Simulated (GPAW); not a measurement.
# Quasiparticle gap of SiC (Moissanite) in GPAW

How does a plane-wave GW calculation on SiC (Moissanite) run from the first input to the gap?

Main program and level: GPAW 26.7.0; PBE and many-body steps on it, plane waves.

**The experiments to reproduce.**

- Gap 3.33 eV: band gap at cryogenic temperature; bulk crystal (literature value) (quoted in “Silicon carbide diodes for neutron detection”, 2020, arxiv:2009.14696).

## Step 1: The structure

Symmetry: P6_3mc, No. 186, hexagonal system. The conventional cell has a = 3.076 Å, b = 3.076 Å, c = 5.048 Å, α = 90.00°, β = 90.00°, γ = 120.00°. Nearest to Si lie 4 C at 1.87 to 1.94 Å. Nearest to C lie 4 Si at 1.87 to 1.94 Å. Farther neighbours are not listed.

The cell and positions come from the Crystallography Open Database and are kept as given unless a step says otherwise.

## Step 2: Ground state

This step: GPAW 26.7.0; DFT, PBE, plane waves, PAW.

The ground-state density comes first.

Input file run.py:

```python
import json
import numpy as np
from gpaw.mpi import world
from ase import Atoms
from gpaw import GPAW, PW, FermiDirac

atoms = Atoms(['Si', 'Si', 'C', 'C'],
    cell=[[3.0760000000, 0.0000000000, 0.0000000000],
      [-1.5380000000, 2.6638941420, 0.0000000000],
      [0.0000000000, 0.0000000000, 5.0480000000]],
    scaled_positions=[[0.3333333333, 0.6666666667, 0.0000000000],
      [0.6666666667, 0.3333333333, 0.5000000000],
      [0.3333333333, 0.6666666667, 0.3850000000],
      [0.6666666667, 0.3333333333, 0.8850000000]],
    pbc=(True, True, True))
calc = GPAW(mode=PW(600),
    xc='PBE',
    kpts={'size': (9, 9, 6), 'gamma': True},
    occupations=FermiDirac(0.001),
    nbands=-8,
    convergence={'density': 1e-6, 'bands': -3},
    maxiter=100,
    txt='gs.txt')
atoms.calc = calc
res = {'energy': atoms.get_potential_energy()}
kpts = calc.get_ibz_k_points()
res['kpts'] = kpts
res['eigenvalues'] = [calc.get_eigenvalues(kpt=k) for k in range(len(kpts))]
res['n_electrons'] = calc.get_number_of_electrons()
calc.write('gs.gpw')

if world.rank == 0:
    with open('result.json', 'w') as f:
        json.dump(res, f, default=lambda x: x.tolist())
```

Launch:

```
mpirun -n 4 gpaw python run.py
```

Numbers of over 12 decimals in the logs are rounded to 6 here.

What it wrote:

```text
__  _  _
 | _ |_)|_||  |
 |__||  | ||/\| - 26.7.0

Input parameters:
  mode=PW(ecut=600.0),
  convergence={'density': 1e-06, 'bands': -3},
  kpts=MonkhorstPack(size=(9, 9, 6), gamma=True),
  maxiter=100,
  nbands=-8,
  occupations=Occupations(name='fermi-dirac', width=0.001, fixmagmom=False),
  xc=XC(name='PBE')
  [... matrices ...]
Diagonalizing LCAO Hamiltonian
Converting LCAO to pw mode

           C

           Si
        C

        Si

Atoms  # Å, Bohr magnetons
|   | symbol |         x |        y |        z |    initial magnetic moments |
| 0 |     Si | -0.000000 | 1.775929 | 0.000000 | ( 0.0000,  0.0000,  0.0000) |
| 1 |     Si |  1.538000 | 0.887965 | 2.524000 | ( 0.0000,  0.0000,  0.0000) |
| 2 |      C | -0.000000 | 1.775929 | 1.943480 | ( 0.0000,  0.0000,  0.0000) |
| 3 |      C |  1.538000 | 0.887965 | 4.467480 | ( 0.0000,  0.0000,  0.0000) |

Unit cell  # Å
| periodic |         x |        y |        z |  lengths |     angles |
|      yes |  3.076000 | 0.000000 | 0.000000 | 3.076000 |  90.000000 |
|      yes | -1.538000 | 2.663894 | 0.000000 | 3.076000 |  90.000000 |
|      yes |  0.000000 | 0.000000 | 5.048000 | 5.048000 | 120.000000 |

Number of symmetries: 6
Symmetry operations  # r_c * U_cc + t_c -> r_c
|   | kind |            matrix            |
| 0 |  σ   |  1, 1, 0,  0,-1, 0,  0, 0, 1 |
| 1 |  E   |  1, 0, 0,  0, 1, 0,  0, 0, 1 |
| 2 |  C3  |  0, 1, 0, -1,-1, 0,  0, 0, 1 |
| 3 |  σ   |  0,-1, 0, -1, 0, 0,  0, 0, 1 |
| 4 |  σ   | -1, 0, 0,  1, 1, 0,  0, 0, 1 |
| 5 |  C3  | -1,-1, 0,  1, 0, 0,  0, 0, 1 |

BZ-sampling:
  Number of BZ points: 486
  Number of IBZ points: 62

  Monkhorst-Pack size: [9, 9, 6]
  Monkhorst-Pack shift: [0.0, 0.0, 0.083333]

K-points  # in reciprocal-cell coordinates
|     |                                coordinates |     weight |
|   0 | (  0.00000000,   0.00000000,   0.00000000) | 0.00205761 |
|   1 | (  0.00000000,   0.00000000,   0.16666667) | 0.00411523 |
|   2 | (  0.00000000,   0.00000000,   0.33333333) | 0.00411523 |
|   3 | (  0.00000000,   0.00000000,   0.50000000) | 0.00205761 |
|   4 | (  0.11111111,   0.00000000,  -0.33333333) | 0.01234568 |
|   5 | (  0.11111111,   0.00000000,  -0.16666667) | 0.01234568 |
|   6 | (  0.11111111,   0.00000000,   0.00000000) | 0.01234568 |
|   7 | (  0.11111111,   0.00000000,   0.16666667) | 0.01234568 |
|   8 | (  0.11111111,   0.00000000,   0.33333333) | 0.01234568 |
|   9 | (  0.11111111,   0.00000000,   0.50000000) | 0.01234568 |
| ... |                                            |            |
|  61 | (  0.44444444,   0.44444444,   0.50000000) | 0.01234568 |

Plane wave coefficients: 1404
Cutoff: 600.0 eV

Spin-components: 1 (collinear spins)
Bands:           16
Projectors:      20
Spin-degeneracy: 2
Datatype:        complex128

  Storage: CPU
  Wave functions: 22_046_208 bytes (5_511_552 per core)
  Projectors: 31_691_424 bytes (7_922_856 per core)
  [... matrices ...]
Parallelization:
  kpt:    4
  domain: 1
  band:   1

Density:
  Valence electrons: 16.0
  Components: 1
  Grid points: [18 18 30]
  Charge: 0.0  # |e|

Potential:
  Grid points: [18 18 30]

species:
  Si:
    name:    Silicon
    Z:       14.0
    valence: 4
    core:    10
    charge:  0.0  # [|e|]
    compensation charges:
      type: gauss
      rc: 0.33  # [Å]
      lmax: 2
    cutoffs:
      filter: 1.86  # [Å]
      core: 2.06  # [Å]
    projectors
    | kind |    occ | energy [eV] | rcut [Å] |
    |   3s |  2.000 |     -10.812 |    1.058 |
    |   3p |  2.000 |      -4.081 |    1.058 |
    |    s |        |      16.399 |    1.058 |
    |    p |        |      23.130 |    1.058 |
    |    d |        |       0.000 |    1.058 |

    Using partial waves for Si as LCAO basis

  C:
    name:    Carbon
    Z:       6.0
    valence: 4
    core:    2
    charge:  0.0  # [|e|]
    compensation charges:
      type: gauss
      rc: 0.20  # [Å]
      lmax: 2
    cutoffs:
      filter: 1.14  # [Å]
      core: 1.14  # [Å]
    projectors
    | kind |    occ | energy [eV] | rcut [Å] |
    |   2s |  2.000 |     -13.751 |    0.635 |
    |   2p |  2.000 |      -5.284 |    0.635 |
    |    s |        |      13.461 |    0.635 |
    |    p |        |      21.927 |    0.635 |
    |    d |        |       0.000 |    0.635 |

    Using partial waves for C as LCAO basis

Reference energy: -17827.944731  # eV

eigensolver:
  PPCG
  Converge bands: -3
  niter=2

density mixing:
  MSR1-Mixer
  Pratt-step length: 0.05
  Maximum mixing coefficient: 0.75
  Old densities: 10
  SVD Regularization: 0.005
  Good broyden scale: 1.0
  Trust region scale: 1.0
  Backstep threshold: 4.0
  History deletion threshold: 6.0
  Fourier metric: weight=20.0, sigma=0.015

occupation numbers:
  Fermi-Dirac:
    width: 0.0010  # eV

poisson solver:
  ecut: 4800.0  # eV

xc functional:
  name: PBE with 2 nearest neighbor stencil

Initialization done in: 1.749 s

convergence criteria:
- Maximum integral of absolute [dens]ity change: 1e-06 electrons / valence electron
- Maximum [total energy] change in last 3 cyles: 0.0005 eV / valence electron
- Maximum integral of absolute [eigenst]ate change: 4e-08 eV^2 / valence electron
maximum number of iterations: 100

SCF iterations
|iter     |     time |      energy | eigst |  dens |
|iter:   1|  |  -33.153654 | +0.88 |       |
|iter:   2|  |  -32.400438 | -0.43 | -0.56 |
|iter:   3|  |  -29.874299 | -0.43 | -0.61 |
|iter:   4|  |  -29.885427 | -2.13 | -1.31 |
|iter:   5|  |  -29.891969 | -2.88 | -1.68 |
|iter:   6|  |  -29.892102c| -4.33 | -2.67 |
|iter:   7|  |  -29.892110c| -5.35 | -3.29 |
|iter:   8|  |  -29.892111c| -6.45 | -4.14 |
|iter:   9|  |  -29.892111c| -7.12 | -4.98 |
|iter:  10|  |  -29.892111c| -7.27 | -5.71 |
|iter:  11|  |  -29.892111c| -7.53c| -6.24c|

Converged in 11 steps
SCF loop duration: 4.794 s (0.436 s/step)
Energy contributions relative to reference atoms: (reference = -17827.944731)
  [... matrices ...]
Energy contributions:
  Kinetic:          32.734952
  Coulomb:         -27.428023
  Zero:             -0.036151
  External:          0.000000
  Xc:              -35.162889
  Entropy:          -0.000000
  Spinorbit:         0.000000
  ----------------------------
  Free energy:     -29.892111
  Extrapolated:    -29.892111

dipole moment: (-0.000001, -0.000002, -8.924855)  # |e|*Ang

Fermi level: 10.125
Eigenvalues  # (at kpt = [0.000, 0.000, 0.000])
| band index |      eig [eV] | occ [0-2] |
|          0 |        -7.183 |     2.000 |
|          1 |        -3.678 |     2.000 |
|          2 |        -0.152 |     2.000 |
|          3 |         6.992 |     2.000 |
|          4 |         6.992 |     2.000 |
|          5 |         8.277 |     2.000 |
|          6 |         8.277 |     2.000 |
|          7 |         8.553 |     2.000 |
|          8 |        13.177 |     0.000 |
|          9 |        14.598 |     0.000 |
|         10 |        15.046 |     0.000 |
|         11 |        15.046 |     0.000 |
|         12 |        16.104 |     0.000 |
|         13 |        17.245 |     0.000 |
|         14 |        17.246 |     0.000 |
|         15 |        19.921 |     0.000 |

Gap: 2.315 eV
Transition (v -> c):
  (s=0, k=0, n=7, [0.00, 0.00, 0.00]) -> (s=0, k=32, n=8, [0.33, 0.33, 0.00])
Direct/indirect transitions are different
Direct gap: 4.106 eV
Transition at: (s=0, k=48, n=7, [0.44, 0.00, 0.00])
# Writing to gs.gpw (mode='')
  [... matrices ...]
```

It took 8.2 s on 4 MPI ranks of Intel Xeon Platinum 8375C at 2.90GHz (Ice Lake), shared host; peak memory 0.7 GiB.

This step gave:

- total energy: -29.89 eV
- gap: 2.315 eV
- k of the valence top: 0, 0, 0
- k of the conduction bottom: 0.3333, 0.3333, 0
- least direct gap: 4.106 eV

The gap is indirect, with the least direct gap 1.79 eV higher.

## Step 3: Bands along the symmetry lines

The cheap functional maps the bands first; the places of the edges decide which points the dearer methods must see.

Input file run.py:

```python
import json
import numpy as np
from gpaw.mpi import world
from gpaw import GPAW

path = [[0.000000, 0.000000, 0.000000],
    [0.062500, 0.000000, 0.000000],
    [0.125000, 0.000000, 0.000000],
    [0.187500, 0.000000, 0.000000],
    [0.250000, 0.000000, 0.000000],
    [0.312500, 0.000000, 0.000000],
    [0.375000, 0.000000, 0.000000],
    [0.437500, 0.000000, 0.000000],
    [0.500000, 0.000000, 0.000000],
    [0.479167, 0.041667, 0.000000],
    [0.458333, 0.083333, 0.000000],
    [0.437500, 0.125000, 0.000000],
    [0.416667, 0.166667, 0.000000],
    [0.395833, 0.208333, 0.000000],
    [0.375000, 0.250000, 0.000000],
    [0.354167, 0.291667, 0.000000],
    [0.333333, 0.333333, 0.000000],
    [0.291667, 0.291667, 0.000000],
    [0.250000, 0.250000, 0.000000],
    [0.208333, 0.208333, 0.000000],
    [0.166667, 0.166667, 0.000000],
    [0.125000, 0.125000, 0.000000],
    [0.083333, 0.083333, 0.000000],
    [0.041667, 0.041667, 0.000000],
    [0.000000, 0.000000, 0.000000],
    [0.000000, 0.000000, 0.062500],
    [0.000000, 0.000000, 0.125000],
    [0.000000, 0.000000, 0.187500],
    [0.000000, 0.000000, 0.250000],
    [0.000000, 0.000000, 0.312500],
    [0.000000, 0.000000, 0.375000],
    [0.000000, 0.000000, 0.437500],
    [0.000000, 0.000000, 0.500000],
    [0.062500, 0.000000, 0.500000],
    [0.125000, 0.000000, 0.500000],
    [0.187500, 0.000000, 0.500000],
    [0.250000, 0.000000, 0.500000],
    [0.312500, 0.000000, 0.500000],
    [0.375000, 0.000000, 0.500000],
    [0.437500, 0.000000, 0.500000],
    [0.500000, 0.000000, 0.500000],
    [0.479167, 0.041667, 0.500000],
    [0.458333, 0.083333, 0.500000],
    [0.437500, 0.125000, 0.500000],
    [0.416667, 0.166667, 0.500000],
    [0.395833, 0.208333, 0.500000],
    [0.375000, 0.250000, 0.500000],
    [0.354167, 0.291667, 0.500000],
    [0.333333, 0.333333, 0.500000],
    [0.291667, 0.291667, 0.500000],
    [0.250000, 0.250000, 0.500000],
    [0.208333, 0.208333, 0.500000],
    [0.166667, 0.166667, 0.500000],
    [0.125000, 0.125000, 0.500000],
    [0.083333, 0.083333, 0.500000],
    [0.041667, 0.041667, 0.500000],
    [0.000000, 0.000000, 0.500000],
    [0.500000, 0.000000, 0.500000],
    [0.500000, 0.000000, 0.437500],
    [0.500000, 0.000000, 0.375000],
    [0.500000, 0.000000, 0.312500],
    [0.500000, 0.000000, 0.250000],
    [0.500000, 0.000000, 0.187500],
    [0.500000, 0.000000, 0.125000],
    [0.500000, 0.000000, 0.062500],
    [0.500000, -0.000000, 0.000000],
    [0.333333, 0.333333, 0.500000],
    [0.333333, 0.333333, 0.437500],
    [0.333333, 0.333333, 0.375000],
    [0.333333, 0.333333, 0.312500],
    [0.333333, 0.333333, 0.250000],
    [0.333333, 0.333333, 0.187500],
    [0.333333, 0.333333, 0.125000],
    [0.333333, 0.333333, 0.062500],
    [0.333333, 0.333333, 0.000000]]
calc = GPAW('gs.gpw').fixed_density(kpts=path,
    symmetry='off',
    nbands=18,
    convergence={'bands': 14},
    txt='bands.txt')
res = {}
kpts = calc.get_ibz_k_points()
res['kpts'] = kpts
res['eigenvalues'] = [calc.get_eigenvalues(kpt=k) for k in range(len(kpts))]
res['n_electrons'] = calc.get_number_of_electrons()

if world.rank == 0:
    with open('result.json', 'w') as f:
        json.dump(res, f, default=lambda x: x.tolist())
```

Launch:

```
mpirun -n 4 gpaw python run.py
```

What it wrote:

```text
Diagonalizing LCAO Hamiltonian
Converting LCAO to pw mode
convergence criteria:
- Maximum integral of absolute [eigenst]ate change: 4e-08 eV^2 / valence electron
maximum number of iterations: 100

SCF iterations
|iter     |     time |      energy | eigst |  dens |
|iter:   1|  |             | +1.15 |       |
|iter:   2|  |             | -0.27 |       |
|iter:   3|  |             | -1.66 |       |
[...]
|iter:   7|  |             | -6.16 |       |
|iter:   8|  |             | -7.04 |       |
|iter:   9|  |             | -7.99c|       |
SCF steps: 9
  __  _  _
 | _ |_)|_||  |
 |__||  | ||/\| - 26.7.0

Input parameters:
  mode=PW(ecut=600.0),
  convergence={'bands': 14},
  gpts=array([18, 18, 30]),
  kpts=KPoints(kpts=array([[ 0.      ,  0.      ,  0.      ],
         [ 0.0625  ,  0.      ,  0.      ],
         [ 0.125   ,  0.      ,  0.      ],
         [ 0.1875  ,  0.      ,  0.      ],
[...]
[ 0.479167,  0.041667,  0.      ],
         [ 0.458333,  0.083333,  0.      ],
[...]
[ 0.416667,  0.166667,  0.      ],
[...]
[ 0.5     ,  0.      ,  0.0625  ],
         [ 0.5     , -0.      ,  0.      ],
[...]
[ 0.333333,  0.333333,  0.125   ],
         [ 0.333333,  0.333333,  0.0625  ],
         [ 0.333333,  0.333333,  0.      ]])),
  maxiter=100,
  nbands=18,
  occupations=Occupations(name='fermi-dirac', width=0.001, fixmagmom=False),
  parallel={},
  symmetry=Symmetry(point_group=False, time_reversal=False),
  xc=XC(name='PBE')
  [... matrices ...]
timing:  # [seconds]
  Total: 0.029  # ━━━━━━━━━━━━━━━━━━━━━━━━━━━━━━━━━━━━━━━━━━━━━━━━━━━━━━━━━━━
```

Run time: 7.7 s. Hardware: 4 MPI ranks; peak memory 0.75 GiB.

Numbers from this step:

* gap: 2.315 eV
* k of the valence top: 0, 0, 0
* k of the conduction bottom: 0.3333, 0.3333, 0
* least direct gap: 4.070 eV

The gap is 2.315 eV, as in the run before at this level.

Electronic bands along the path, in eV, zero at the top of the highest filled band; v1 is the highest filled band, c1 the lowest empty one:

```
    point     v4     v3     v2     v1    c1    c2    c3    c4
        Γ  -1.56  -0.28  -0.28   0.00  4.62  6.05  6.49  6.49
  halfway  -3.22  -2.76  -0.93  -0.90  3.88  5.72  6.98  7.70
        M  -5.44  -3.55  -3.27  -1.49  2.58  4.19  6.75  7.19
  halfway  -5.49  -4.79  -3.34  -2.83  3.25  4.95  7.49  8.31
        K  -6.51  -4.13  -4.04  -4.04  2.31  7.97  8.64  8.64
  halfway  -4.36  -3.07  -1.74  -1.17  5.09  5.65  6.81  6.96
        Γ  -1.56  -0.28  -0.28   0.00  4.62  6.05  6.49  6.49
  halfway  -1.40  -1.40  -0.49  -0.49  4.91  6.61  6.61  6.85
        A  -0.97  -0.97  -0.97  -0.97  5.71  5.71  7.16  7.16
  halfway  -3.07  -3.07  -1.97  -1.97  4.36  4.36  7.13  7.13
        L  -2.69  -2.69  -2.34  -2.34  3.16  3.16  4.99  4.99
  halfway  -4.46  -4.46  -1.95  -1.95  4.12  4.12  6.11  6.11
        H  -5.87  -5.87  -1.75  -1.75  4.81  4.81  5.97  5.97
  halfway  -3.19  -3.19  -2.65  -2.65  5.03  5.03  7.34  7.34
        A  -0.97  -0.97  -0.97  -0.97  5.71  5.71  7.16  7.16
jump to L  -2.69  -2.69  -2.34  -2.34  3.16  3.16  4.99  4.99
  halfway  -4.18  -3.32  -2.34  -1.90  2.91  3.17  6.40  6.83
        M  -5.44  -3.55  -3.27  -1.49  2.58  4.19  6.75  7.19
jump to H  -5.87  -5.87  -1.75  -1.75  4.81  4.81  5.97  5.97
  halfway  -6.67  -4.77  -2.85  -2.85  3.50  6.34  6.34  7.67
        K  -6.51  -4.13  -4.04  -4.04  2.31  7.97  8.64  8.64
```

## Step 4: Empty states on the mesh, 6×6×4 mesh, 182 bands

The sums over transitions need many empty states on a uniform mesh; this step solves for them.

Input file run.py:

```python
import json
import numpy as np
from gpaw.mpi import world
from gpaw import GPAW

calc = GPAW('gs.gpw').fixed_density(kpts={'size': (6, 6, 4), 'gamma': True},
    parallel={'domain': 1, 'band': 1},
    txt='nscf.txt')
calc.diagonalize_full_hamiltonian(nbands=182)
calc.write('full.gpw', mode='all')
res = {}
kpts = calc.get_ibz_k_points()
res['kpts'] = kpts
res['eigenvalues'] = [calc.get_eigenvalues(kpt=k) for k in range(len(kpts))]
res['n_electrons'] = calc.get_number_of_electrons()

if world.rank == 0:
    with open('result.json', 'w') as f:
        json.dump(res, f, default=lambda x: x.tolist())
```

Launch:

```
mpirun -n 4 gpaw python run.py
```

What it wrote:

```text
Diagonalizing LCAO Hamiltonian
Converting LCAO to pw mode
convergence criteria:
- Maximum integral of absolute [eigenst]ate change: 4e-08 eV^2 / valence electron
maximum number of iterations: 100

SCF iterations
|iter     |     time |      energy | eigst |  dens |
|iter:   1|  |             | +1.03 |       |
|iter:   2|  |             | -0.33 |       |
|iter:   3|  |             | -1.30 |       |
[...]
|iter:   8|  |             | -6.29 |       |
|iter:   9|  |             | -7.15 |       |
|iter:  10|  |             | -7.80c|       |
SCF steps: 10
  __  _  _
 | _ |_)|_||  |
 |__||  | ||/\| - 26.7.0

Input parameters:
  mode=PW(ecut=600.0),
  convergence={'density': 1e-06, 'bands': -3},
  gpts=array([18, 18, 30]),
  kpts=MonkhorstPack(size=(6, 6, 4), gamma=True),
  maxiter=100,
  nbands=16,
  occupations=Occupations(name='fermi-dirac', width=0.001, fixmagmom=False),
  parallel={'domain': 1, 'band': 1},
  xc=XC(name='PBE')
Matrix size: 1389x1389
# Writing to full.gpw (mode='all')
  [... matrices ...]

timing:  # [seconds]
  Total: 10.935  # ━━━━━━━━━━━━━━━━━━━━━━━━━━━━━━━━━━━━━━━━━━━━━━━━━━━━━━━━━━
```

It took 16 s on 4 MPI ranks; peak memory 1.5 GiB; 62 s of CPU time.

This step gave:

| Quantity | Value |
| --- | --- |
| gap | 2.315 eV |
| k of the valence top | 0, 0, 0 |
| k of the conduction bottom | 0.3333, 0.3333, 0 |
| least direct gap | 4.070 eV |
| k points computed | 24 |
| lowest point of the top converged band, above the valence top | 132.5439 eV |

On this mesh the gap is 2.315 eV.

[end of part 1 of 2]

[Paths, hosts, dates, memory and timing lines, banners, echoed tables and standing remarks are left out of the program output.]

[Logs are printed without paths, hosts, clocks, repeated set-up lines and the standing remarks that a program may print on its own settings, such as how far it seeks lower states.]

[Runs of the session that timed out or met a known fault of the program may be left out.]

[Hosts, paths, dates, database ids (printed as entryN), source tags and the programs' standing remarks are cut or masked in the printed files.]
